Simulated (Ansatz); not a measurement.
# K: the cost of one run

Program: Ansatz 0.2.0. Level of theory: DFT PBE, scalar-relativistic, plane waves, PAW. These are calculated values, not measurements.

**1. The structure to begin with**

Symmetry: I4_1/amd, No. 141, tetragonal system. The conventional cell has a = 4.416 Å, b = 4.416 Å, c = 16.092 Å, α = 90.00°, β = 90.00°, γ = 90.00°. Around K (site symmetry -4m2) lie 4 K at 4.42 Å.

As a file:

```xyz
2
Lattice="-2.2081 2.2081 8.0459 2.2081 -2.2081 8.0459 2.2081 2.2081 -8.0459" Properties=species:S:1:pos:R:3 pbc="T T T"
K     2.2081    0.0000    4.0229
K     0.0000    0.0000    8.0459
```

The structure comes from the Materials Project (structure only).

**2. A distortion of lower symmetry**

The change: strain xx, yy, zz, yz, xz, xy = -2.9, -3.3, -4.6, +0.0, +0.0, +0.0 %; atoms moved by 0.15 Å root mean square, at most 0.15 Å.

input.yaml reads:

```yaml
crystal:
  lattice:
    - [-2.1444051011, 2.1357272325, 7.6772867355]
    - [2.1444051011, -2.1357272325, 7.6772867355]
    - [2.1444051011, 2.1357272325, -7.6772867355]
  atoms:
    - { symbol: K, position: [0.2406784451, 0.7406784451, 0.5] }
    - { symbol: K, position: [0.5093215549, 0.5093215549, 0.0] }
basis:
  ecutwfc: 420
kpoints:
  mp_grid: { grid: [12, 12, 12] }
hamiltonian:
  xc: pbe
scf:
  occupations: { method: gaussian, width: 0.1 }
output:
  forces: true
  stress: true
  eigenvalues: true
  populations: true
```

What time and memory should one allow on 1 thread of an Arm CPU, shared host?

About 27 s, with a peak of 0.64 GiB.
